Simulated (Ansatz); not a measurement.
Sb:

```xyz
2
Lattice="3.3545 0.0000 0.0000 -1.6773 2.9051 0.0000 0.0000 0.0000 5.4702" Properties=species:S:1:pos:R:3 pbc="T T T"
Sb    1.6773    0.9684    4.1026
Sb    0.0000    1.9367    1.3675
```

This isn't the form of Sb at room conditions, which is rhombohedral.

| Quantity | Value |
| --- | --- |
| Program | Ansatz 0.2.0 |
| Task | relaxation of cell and atoms |
| Functional | PBEsol |
| Dispersion | D3(BJ) |
| Potentials or basis | Ansatz PAW |
| Cutoff | 420 eV (not typed: the program's choice for these potentials) |
| k mesh | 9 × 9 × 5 |
| Occupations | fermi-dirac, width 0.05 eV |
| Spin | no spin polarisation |

At the start: volume 26.65 Å³/atom.

Task: Where does the relaxation end?

Result: It ends after 6 steps and the volume is 24.72 Å³/atom (-7.3 %); space group P6_3/mmc (No. 194, to 0.05 Å).

The path:
```tsv
step	energy change (eV)	largest force (eV/Å)	volume (Å³)
1	0.0000	0.0000	53.31
2	-0.0426	0.0000	47.43
3	-0.0634	0.0000	49.79
4	-0.0640	0.0000	49.47
5	-0.0641	0.0000	49.44
6	-0.0630	0.0000	49.44
```

Final structure:
```
Sb
1.0
     3.27114    0.00000    0.00000
    -1.63557    2.83289    0.00000
     0.00000    0.00000    5.33502
Sb
2
Cartesian
  1.6356 0.9443 4.0013
  0.0000 1.8886 1.3338
```

Caveat: the plane-wave basis is chosen anew once the cell has moved, so the energies of steps on either side of that aren't comparable; pairwise dispersion overbinds metals, which lowers pressure and volume; the PAW data sets come from PBE, with cores solved anew for the run's functional, which leaves a small shift of forces and pressure.
